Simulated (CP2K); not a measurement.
## Nb under changes of volume

One of the cells (18.922 Å³/atom); the others are scaled copies at fixed shape and fractional positions:

```
CELL_PARAMETERS angstrom
2.99106 0.00000 0.00000
1.49553 2.59034 0.00000
1.49553 0.86345 2.44219
ATOMIC_POSITIONS crystal
Nb 0.00000 0.00000 0.00000
```

This isn't the form of Nb at room conditions, which is bcc.

- Program: CP2K 2026.2
- Functional: PBE
- Potentials or basis: POTENTIAL_UZH Nb GTH-PBE-q13; TZVP-MOLOPT-PBE-GTH basis
- Density cutoff: 6123 eV
- k mesh: 11 × 11 × 11
- Occupations: fermi-dirac, width 0.05 eV
- Spin: no spin polarisation

```csv
volume (Å³/atom),energy over the lowest point (meV/atom),pressure (GPa)
17.786,31.26,10.2
18.165,11.89,6.2
18.543,1.73,2.5
18.922,0.00,-0.9
19.300,5.95,-4.0
19.679,?,?
20.057,38.11,-9.3
```

Q: What does the run at 19.679 Å³/atom give?

A: Energy over the lowest point 18.87 meV/atom; pressure -6.8 GPa.

Worked out: A Birch-Murnaghan fit of order 3 (a polynomial in V^(-2/3)) to the other rows has its minimum at 18.81 Å³/atom with B0 = V·E''(V) = 165 GPa and B' = 3.6. It gives 18.86 meV/atom at 19.679 Å³/atom, against the run's 18.87, and -dE/dV = -6.9 GPa, against -6.8.

Energies are extrapolated to zero smearing.

Caveats: the basis of atomic orbitals isn't converged, which shifts pressures, moduli and gaps.
